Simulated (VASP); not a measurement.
# C: heating or cooling by molecular dynamics

C, Fd-3m (no. 227), 8 atoms in the cell. PBE, molecular dynamics; PAW potentials C (PBE set).

Ensemble: ramp; Target temperature (K): 300; Final target temperature (K): 1500; Thermostat: Langevin, friction 10/ps.

## Input

INCAR:
```
ALGO     = Normal         # electronic algorithm
EDIFF    = 1E-5           # SCF threshold, eV
ENCUT    = 400            # plane-wave cutoff, eV
GGA      = PE             # functional
IBRION   = 0              # ionic algorithm
ISIF     = 2              # what is computed and relaxed
ISMEAR   = 0              # smearing method
ISYM     = 0            
KPAR     = 4            
LANGEVIN_GAMMA= 10           
LASPH    = T              # aspherical terms in the spheres
LCHARG   = F              # write CHGCAR
LREAL    = Auto         
LWAVE    = F              # write WAVECAR
MDALGO   = 3            
NELM     = 60             # most SCF steps
NELMIN   = 4            
NSW      = 339            # ionic steps
POTIM    = 1.0            # step
PREC     = Normal         # precision mode
RANDOM_SEED= 897685 0 0   
SIGMA    = 0.05           # smearing width, eV
TEBEG    = 300          
TEEND    = 1500          
```

KPOINTS:
```
k-points
0
Gamma
  3 3 3
```

POSCAR:
```
C
1.0
    3.5667400000      0.0000000000      0.0000000000
    0.0000000000      3.5667400000      0.0000000000
    0.0000000000      0.0000000000      3.5667400000
C
8
Direct
    0.2500000000      0.2500000000      0.2500000000
    0.5000000000      0.0000000000      0.5000000000
    0.2500000000      0.7500000000      0.7500000000
    0.5000000000      0.5000000000      0.0000000000
    0.7500000000      0.2500000000      0.7500000000
    0.0000000000      0.0000000000      0.0000000000
    0.7500000000      0.7500000000      0.2500000000
    0.0000000000      0.5000000000      0.5000000000
```

Commands:
```
cat potpaw_PBE.64/C/POTCAR > POTCAR
mpirun -np 4 vasp_std > vasp.out
```

## Result

- Mean temperature (K): 630
- Rise of the mean potential energy above the start (meV/atom): 64.9
- Mean pressure (GPa): 1.73
- Electronic steps per ionic step after the first: 4.8

Course of the run:

| Time (fs) | Temperature (K) | Potential energy less the first (meV/atom) |
|---|---|---|
| 1 | 296 | 0.0 |
| 27 | 296 | 18.4 |
| 52 | 133 | 36.2 |
| 78 | 248 | 44.2 |
| 106 | 320 | 35.8 |
| 132 | 531 | 59.1 |
| 157 | 752 | 52.5 |
| 183 | 858 | 72.2 |
| 208 | 810 | 98.9 |
| 234 | 701 | 112.3 |
| 262 | 479 | 119.6 |
| 288 | 678 | 87.9 |
| 313 | 1201 | 56.7 |
| 339 | 1117 | 145.3 |

REPORT:
```
MDALGO =   3
        LANGEVIN_GAMMA =    10.000
               SCALING =       0
                 CNEXP =     9.000   14.000
           RANDOM_SEED =            897685                0                0

   original number of atomic DOF:         24
   number of independent constraints:      0
   number of active DOF:                  24

========================================
         MD step No.       1
========================================

  Atomic velocities initialized by STEP_tb

  >Energies
                    E_tot             E_pot             E_kin               EPS                ES
   e_b>   -0.72400661E+02   -0.72706510E+02    0.30584938E+00    0.00000000E+00    0.00000000E+00

  >Temperature
               T_sim     T_inst
   tmprt>    303.540    295.768

           RANDOM_SEED =            897685               96                0

[... steps left out ...]

========================================
         MD step No.     339
========================================

  >Energies
                    E_tot             E_pot             E_kin               EPS                ES
   e_b>   -0.70389455E+02   -0.71544156E+02    0.11547015E+01    0.00000000E+00    0.00000000E+00

  >Temperature
               T_sim     T_inst
   tmprt>   1500.000   1116.639

           RANDOM_SEED =            897685            16320                0
```

OSZICAR:
```
N       E                     dE             d eps       ncg     rms          rms(c)
DAV:   1     0.685186519719E+02    0.68519E+02   -0.14804E+04   588   0.120E+03
DAV:   2    -0.711755410400E+02   -0.13969E+03   -0.13247E+03   807   0.233E+02
DAV:   3    -0.751897627979E+02   -0.40142E+01   -0.39993E+01   731   0.405E+01
DAV:   4    -0.752373912365E+02   -0.47628E-01   -0.47559E-01   787   0.458E+00
DAV:   5    -0.752381402300E+02   -0.74899E-03   -0.74873E-03   716   0.520E-01    0.112E+01
DAV:   6    -0.733447184618E+02    0.18934E+01   -0.13096E+00   703   0.721E+00    0.676E+00
DAV:   7    -0.726998094226E+02    0.64491E+00   -0.15589E+00   648   0.801E+00    0.152E+00
DAV:   8    -0.727062541064E+02   -0.64447E-02   -0.31469E-02   723   0.115E+00    0.741E-02
DAV:   9    -0.727064338179E+02   -0.17971E-03   -0.51782E-04   729   0.159E-01    0.326E-02
DAV:  10    -0.727065117224E+02   -0.77904E-04   -0.78587E-05   715   0.725E-02    0.770E-03
DAV:  11    -0.727065102271E+02    0.14953E-05   -0.50227E-06   474   0.156E-02
      1 T=   296. E= -.72400661E+02 F= -.72706510E+02 E0= -.72706510E+02  EK= 0.30585E+00 SP= 0.00E+00 SK= 0.00E+00
[... left out ...]
    338 T=  1099. E= -.70366629E+02 F= -.71503159E+02 E0= -.71503159E+02  EK= 0.11365E+01 SP= 0.00E+00 SK= 0.00E+00
[... last step whole ...]
       N       E                     dE             d eps       ncg     rms          rms(c)
DAV:   1    -0.715412228559E+02   -0.38065E-01   -0.26954E-01   598   0.523E+00    0.135E-01
DAV:   2    -0.715442452886E+02   -0.30224E-02   -0.30525E-02   728   0.136E+00    0.873E-02
DAV:   3    -0.715442019623E+02    0.43326E-04   -0.25537E-04   754   0.124E-01    0.652E-02
DAV:   4    -0.715441562559E+02    0.45706E-04   -0.22147E-04   728   0.117E-01    0.166E-02
DAV:   5    -0.715441564422E+02   -0.18623E-06   -0.35886E-05   601   0.456E-02
    339 T=  1117. E= -.70389455E+02 F= -.71544156E+02 E0= -.71544156E+02  EK= 0.11547E+01 SP= 0.00E+00 SK= 0.00E+00
```

Limits: 339 fs of 8 atoms are too short for converged averages; the cell is only 3.6 Å across, so each atom moves in step with near copies of itself.

VASP 6.6.1 took 212 s on 4 cores (Intel Xeon 6975P-C (Granite Rapids)), a shared host.
